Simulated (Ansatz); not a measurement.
# BN: the cost of one run

Computed with Ansatz 0.2.0 (DFT PBE, scalar-relativistic, plane waves, PAW, unless a step's input says otherwise).

## (1) The system as given

The structure is hexagonal, space group P6_3mc (No. 186). The conventional cell has a = 2.554 Å, b = 2.554 Å, c = 4.227 Å, α = 90.00°, β = 90.00°, γ = 120.00°. B (site symmetry 3m) is surrounded by 4 N at 1.57 to 1.58 Å. N (site symmetry 3m) is surrounded by 4 B at 1.57 to 1.58 Å.

Structure file:

```cif
data_structure
_symmetry_space_group_name_H-M 'P 1'
_symmetry_Int_Tables_number 1
_cell_length_a 6.1183
_cell_length_b 6.1183
_cell_length_c 8.7504
_cell_angle_alpha 109.494
_cell_angle_beta 109.494
_cell_angle_gamma 92.605
_cell_volume 286.52
loop_
_atom_site_label
_atom_site_type_symbol
_atom_site_fract_x
_atom_site_fract_y
_atom_site_fract_z
_atom_site_occupancy
B1 B 0.66680 0.33347 0.00000 1
B2 B 0.16680 0.83347 0.00000 1
B3 B 0.83347 0.00014 0.83333 1
B4 B 0.33347 0.50014 0.83333 1
B5 B 0.00014 0.66680 0.66667 1
B6 B 0.50014 0.16680 0.66667 1
B7 B 0.16681 0.33347 0.50000 1
B8 B 0.66680 0.83347 0.50000 1
B9 B 0.33347 0.00014 0.33333 1
B10 B 0.83347 0.50014 0.33333 1
B11 B 0.50014 0.66680 0.16667 1
B12 B 0.00014 0.16680 0.16667 1
B13 B 0.58347 0.91680 0.00000 1
B14 B 0.08347 0.41680 0.00000 1
B15 B 0.75014 0.58347 0.83333 1
B16 B 0.25014 0.08347 0.83333 1
B17 B 0.91680 0.25014 0.66667 1
B18 B 0.41680 0.75014 0.66667 1
B19 B 0.08347 0.91680 0.50000 1
B20 B 0.58347 0.41680 0.50000 1
B21 B 0.25014 0.58347 0.33333 1
B22 B 0.75014 0.08347 0.33333 1
B23 B 0.41680 0.25014 0.16667 1
B24 B 0.91680 0.75014 0.16667 1
N1 N 0.85403 0.52070 0.00000 1
N2 N 0.35403 0.02070 0.00000 1
N3 N 0.02070 0.18736 0.83333 1
N4 N 0.52070 0.68736 0.83333 1
N5 N 0.18736 0.85403 0.66667 1
N6 N 0.68736 0.35403 0.66667 1
N7 N 0.35403 0.52070 0.50000 1
N8 N 0.85403 0.02070 0.50000 1
N9 N 0.52070 0.18736 0.33333 1
N10 N 0.02070 0.68736 0.33333 1
N11 N 0.68736 0.85403 0.16667 1
N12 N 0.18736 0.35403 0.16667 1
N13 N 0.77070 0.10403 0.00000 1
N14 N 0.27070 0.60403 0.00000 1
N15 N 0.93736 0.77070 0.83333 1
N16 N 0.43736 0.27070 0.83333 1
N17 N 0.10403 0.43736 0.66667 1
N18 N 0.60403 0.93736 0.66667 1
N19 N 0.27070 0.10403 0.50000 1
N20 N 0.77070 0.60403 0.50000 1
N21 N 0.43736 0.77070 0.33333 1
N22 N 0.93736 0.27070 0.33333 1
N23 N 0.60403 0.43736 0.16667 1
N24 N 0.10403 0.93736 0.16667 1
```

The runs take a perfect supercell of 48 atoms; the defect goes to fractional position (0.500, 0.000, 0.167).

## (2) The perfect supercell

Contents of input.yaml:

```yaml
crystal:
  lattice:
    - [-3.830909, 2.211777, -4.226855]
    - [3.830909, -2.211777, -4.226855]
    - [-3.830909, -6.63533, 4.226855]
  atoms:
    - { symbol: B, position: [0.666805, 0.333471, 0.0] }
    - { symbol: B, position: [0.166805, 0.833471, 0.0] }
    - { symbol: B, position: [0.833472, 0.000138, 0.833333] }
    - { symbol: B, position: [0.333472, 0.500138, 0.833333] }
    - { symbol: B, position: [0.000138, 0.666804, 0.666667] }
    - { symbol: B, position: [0.500138, 0.166804, 0.666667] }
    - { symbol: B, position: [0.166805, 0.333471, 0.5] }
    - { symbol: B, position: [0.666805, 0.833471, 0.5] }
    - { symbol: B, position: [0.333472, 0.000138, 0.333333] }
    - { symbol: B, position: [0.833472, 0.500138, 0.333333] }
    - { symbol: B, position: [0.500138, 0.666804, 0.166667] }
    - { symbol: B, position: [0.000138, 0.166804, 0.166667] }
    - { symbol: B, position: [0.583471, 0.916805, 0.0] }
    - { symbol: B, position: [0.083471, 0.416805, 0.0] }
    - { symbol: B, position: [0.750138, 0.583472, 0.833333] }
    - { symbol: B, position: [0.250138, 0.083472, 0.833333] }
    - { symbol: B, position: [0.916804, 0.250138, 0.666667] }
    - { symbol: B, position: [0.416804, 0.750138, 0.666667] }
    - { symbol: B, position: [0.083471, 0.916805, 0.5] }
    - { symbol: B, position: [0.583471, 0.416805, 0.5] }
    - { symbol: B, position: [0.250138, 0.583472, 0.333333] }
    - { symbol: B, position: [0.750138, 0.083472, 0.333333] }
    - { symbol: B, position: [0.416804, 0.250138, 0.166667] }
    - { symbol: B, position: [0.916804, 0.750138, 0.166667] }
    - { symbol: "N", position: [0.854029, 0.520695, 0.0] }
    - { symbol: "N", position: [0.354029, 0.020695, 0.0] }
    - { symbol: "N", position: [0.020696, 0.187362, 0.833333] }
    - { symbol: "N", position: [0.520696, 0.687362, 0.833333] }
    - { symbol: "N", position: [0.187362, 0.854028, 0.666667] }
    - { symbol: "N", position: [0.687362, 0.354028, 0.666667] }
    - { symbol: "N", position: [0.354029, 0.520695, 0.5] }
    - { symbol: "N", position: [0.854029, 0.020695, 0.5] }
    - { symbol: "N", position: [0.520696, 0.187362, 0.333333] }
    - { symbol: "N", position: [0.020696, 0.687362, 0.333333] }
    - { symbol: "N", position: [0.687362, 0.854028, 0.166667] }
    - { symbol: "N", position: [0.187362, 0.354028, 0.166667] }
    - { symbol: "N", position: [0.770695, 0.104029, 0.0] }
    - { symbol: "N", position: [0.270695, 0.604029, 0.0] }
    - { symbol: "N", position: [0.937362, 0.770696, 0.833333] }
    - { symbol: "N", position: [0.437362, 0.270696, 0.833333] }
    - { symbol: "N", position: [0.104028, 0.437362, 0.666667] }
    - { symbol: "N", position: [0.604028, 0.937362, 0.666667] }
    - { symbol: "N", position: [0.270695, 0.104029, 0.5] }
    - { symbol: "N", position: [0.770695, 0.604029, 0.5] }
    - { symbol: "N", position: [0.437362, 0.770696, 0.333333] }
    - { symbol: "N", position: [0.937362, 0.270696, 0.333333] }
    - { symbol: "N", position: [0.604028, 0.437362, 0.166667] }
    - { symbol: "N", position: [0.104028, 0.937362, 0.166667] }
basis:
  ecutwfc: 420
  fft_grid_basis: typed
kpoints:
  mp_grid: { grid: [2, 2, 2] }
hamiltonian:
  xc: pbe
  pseudopotentials: { kind: paw }
scf:
  occupations: { method: gaussian, width: 0.05 }
output:
  forces: true
  stress: false
  eigenvalues: true
  bader: false
  write_density: true
  volumetric_format: npy
```

Launch:

```sh
$ ansatz run input.yaml --threads 4 --pin off --max-ram 10240MiB --backend cpu --events-out ev --progress --plain --runs-dir out
```

What time and memory should one allow on 4 threads of Arm Neoverse N1, shared host?

About 6.2 s, with a peak of 1.1 GiB.
